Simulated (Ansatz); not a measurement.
### AlN (F-43m): band gap by G0W0 on HSE06

It takes space group F-43m (No. 216, cubic). Conventional cell: a = 4.368 Å, b = 4.368 Å, c = 4.368 Å, α = 90.00°, β = 90.00°, γ = 90.00°. Nearest to Al lie 4 N at 1.89 Å. N has 4 Al at 1.89 Å nearest. Farther neighbours and most contacts between anions are not listed.

- method: G0W0 on HSE06, plane waves, PAW; PAW set soft_1 (and 1 further level or step)
- program: Ansatz 0.2.0
- settings of one run: cutoff 420 eV, 6×6×6 k-mesh, PAW set soft 1, empty bands 62, screening cutoff 120 eV, screening contour deformation, QP bands (v2, c2)
- cost: 2 runs, 38 s in all on 1 × NVIDIA H100 80GB HBM3 (shared by 6 runs) with 3 threads of AMD EPYC 7R13 (Zen 3), shared host (the runs of this entry)
- notes: In doubt: masses and optical values from hybrid runs of this build are listed as unsure (in some of the runs), which bears on the screening that GW takes from such a start. The cell and positions are those that the Materials Project relaxed with its own functionals (PBE, PBE+U or r2SCAN), kept fixed. This is not the form that AlN usually takes at ambient conditions.
- HSE06 gap over mesh and listed points: 4.554 eV, from k = Γ to k = (-0.500, -0.500, 0.000)
- G0W0@HSE06 gap over 9 of 16 irreducible mesh points: 5.196 eV, from k = Γ to k = (0.000, -0.500, -0.500)
- GW settings: 6×6×6 mesh, 62 empty bands, screening to 120 eV, PAW set soft_1 files
- known limits: finite bands, screening cutoff and k mesh; no spin-orbit coupling in G0W0

Over 9 of 16 irreducible mesh points the G0W0 gap is 5.196 eV, from k = Γ to k = (0.000, -0.500, -0.500). The HSE06 gap of this run on the mesh is 4.554 eV. The two states that bound the G0W0 gap lie that far apart at the start, so the correction of the gap is 5.196 − 4.554 = +0.642 eV. The valence state moves by 5.782 − 6.032 = −0.250 eV and the conduction state by 10.977 − 10.586 = +0.391 eV, on the run's own scale; how far single levels stand from their limit in bands is not shown.

### AlN (F-43m): band gap by G0W0 on PBE

It takes space group F-43m (No. 216, cubic). Conventional cell: a = 4.368 Å, b = 4.368 Å, c = 4.368 Å, α = 90.00°, β = 90.00°, γ = 90.00°. Al has 4 N at 1.89 Å nearest. N has 4 Al at 1.89 Å nearest. Farther neighbours and most contacts between anions are not listed.

```xyz
2
Lattice="0.0000 2.1840 2.1840 2.1840 0.0000 2.1840 2.1840 2.1840 0.0000" Properties=species:S:1:pos:R:3 pbc="T T T"
Al    0.0000    0.0000    0.0000
N     3.2760    3.2760    3.2760
```

| Property | Result |
| --- | --- |
| method | DFT, PBE, plane waves, PAW; PAW set soft_1 (and 1 further level or step) |
| program | Ansatz 0.2.0 |
| settings of one run | cutoff 420 eV, 10×10×10 k-mesh, smearing width 0.02 eV, PAW set soft 1 |
| cost | 2 runs, 28 s in all on 1 × NVIDIA H100 80GB HBM3 (shared by 6 runs) with 3 threads of AMD EPYC 7R13 (Zen 3), shared host (the runs of this entry) |
| notes | The cell and positions are those that the Materials Project relaxed with its own functionals (PBE, PBE+U or r2SCAN), kept fixed. This is not the form that AlN usually takes at ambient conditions. From 25 bands and 60 eV to 137 bands and 200 eV the gap moves by 4.777 − 4.276 = +0.501 eV (rung by rung 4.276, 4.580, 4.777 eV); bands and screening cutoff rise together, so their parts are not told apart. A line in one over the bands through the two highest rungs gives 4.777 + (4.777 − 4.580) × 66 / (137 − 66) = 4.960 eV, and through the pair below 4.580 + (4.580 − 4.276) × 25 / (66 − 25) = 4.765 eV. The two differ by 0.195 eV, not under the 0.030 eV asked, so the law does not hold well over these rungs and the limit is not known. |
| PBE gap over mesh and path | 3.325 eV, from k = Γ to k = (-0.500, -0.500, 0.000) |
| G0W0@PBE gap over 9 of 16 irreducible mesh points | 4.777 eV, from k = Γ to k = (0.000, -0.500, -0.500) |
| GW settings | 6×6×6 mesh, 133 empty bands, screening to 200 eV, PAW set soft_1 files |
| known limits | finite bands, screening cutoff and k mesh; no spin-orbit coupling in G0W0 |

Over 9 of 16 irreducible mesh points the G0W0 gap is 4.777 eV, from k = Γ to k = (0.000, -0.500, -0.500). The PBE gap of this run on the mesh is 3.323 eV. The two states that bound the G0W0 gap lie that far apart at the start, so the correction of the gap is 4.777 − 3.323 = +1.454 eV. The valence state moves by 5.895 − 6.965 = −1.070 eV and the conduction state by 10.672 − 10.288 = +0.384 eV, on the run's own scale; with 25 bands the edge states move by −0.307 and +0.646 eV, so the split between the edges depends on the bands and cutoff.

[Paths, hosts, dates, memory and timing lines, banners, echoed tables and standing remarks are left out of the program output.]

[Logs are printed without paths, hosts, clocks, repeated set-up lines and the standing remarks that a program may print on its own settings, such as how far it seeks lower states.]

[Runs of the session that timed out or met a known fault of the program may be left out.]

[Cells called generated may have been cut or substituted from an entry of the Crystallography Open Database or the Materials Project.]

[Hosts, paths, dates, database ids (printed as entryN), source tags and the programs' standing remarks are cut or masked in the printed files.]
